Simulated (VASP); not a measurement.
A run of VASP 6.6.1:

The input POSCAR:

```
RbBr
1.0
    0.0000000000      3.4270000000      3.4270000000
    3.4270000000      0.0000000000      3.4270000000
    3.4270000000      3.4270000000      0.0000000000
Rb Br
1 1
Direct
    0.0000000000      0.0000000000      0.0000000000
    0.5000000000      0.5000000000      0.5000000000
```

Contents of INCAR.step1:

```
SYSTEM = RbBr
PREC = Accurate
ENCUT = 520
EDIFF = 1E-7
ISMEAR = -1
SIGMA = 0.05
LREAL = .False.
LASPH = .True.
NELM = 100
ALGO = Fast
ISIF = 2
LWAVE = .False.
LCHARG = .True.
GGA = PE
NBANDS = 15
```

Contents of KPOINTS.step1:

```
Automatic mesh
0
Gamma
  7 7 7
  0 0 0
```

The input INCAR.step2:

```
SYSTEM = RbBr
PREC = Accurate
ENCUT = 520
EDIFF = 1E-7
ISMEAR = 0
SIGMA = 0.05
LREAL = .False.
LASPH = .True.
NELM = 100
ALGO = Fast
ISIF = 2
LWAVE = .False.
LCHARG = .False.
GGA = PE
NBANDS = 15
ICHARG = 11
```

The input KPOINTS.step2:

```
path GXWKGLUWLK,UX
20
line-mode
reciprocal
 0.0000000000  0.0000000000  0.0000000000  G
 0.5000000000  0.0000000000  0.5000000000  X

 0.5000000000  0.0000000000  0.5000000000  X
 0.5000000000  0.2500000000  0.7500000000  W

 0.5000000000  0.2500000000  0.7500000000  W
 0.3750000000  0.3750000000  0.7500000000  K

 0.3750000000  0.3750000000  0.7500000000  K
 0.0000000000  0.0000000000  0.0000000000  G

 0.0000000000  0.0000000000  0.0000000000  G
 0.5000000000  0.5000000000  0.5000000000  L

 0.5000000000  0.5000000000  0.5000000000  L
 0.6250000000  0.2500000000  0.6250000000  U

 0.6250000000  0.2500000000  0.6250000000  U
 0.5000000000  0.2500000000  0.7500000000  W

 0.5000000000  0.2500000000  0.7500000000  W
 0.5000000000  0.5000000000  0.5000000000  L

 0.5000000000  0.5000000000  0.5000000000  L
 0.3750000000  0.3750000000  0.7500000000  K

 0.6250000000  0.2500000000  0.6250000000  U
 0.5000000000  0.0000000000  0.5000000000  X
```

Potentials or basis: VASP PAW PBE potentials, release 64 (Rb_sv, Br).

Run with:

```bash
$ cat potpaw_PBE.64/Rb_sv/POTCAR potpaw_PBE.64/Br/POTCAR > POTCAR
$ cp INCAR.step1 INCAR
$ cp KPOINTS.step1 KPOINTS
$ mpirun -np 1 vasp_std > vasp.out
$ cp INCAR.step2 INCAR
$ cp KPOINTS.step2 KPOINTS
$ mpirun -np 1 vasp_std > vasp.out
```

Hardware: 1 thread of Intel(R) Xeon(R) 6975P-C (Granite Rapids), on a shared host.

Estimate the wall time of this run.

Run time: 96 s on 1 thread of Intel(R) Xeon(R) 6975P-C (Granite Rapids), with other jobs on the host, peak memory 0.37 GiB. Counts: scf iterations 11, k points 200.
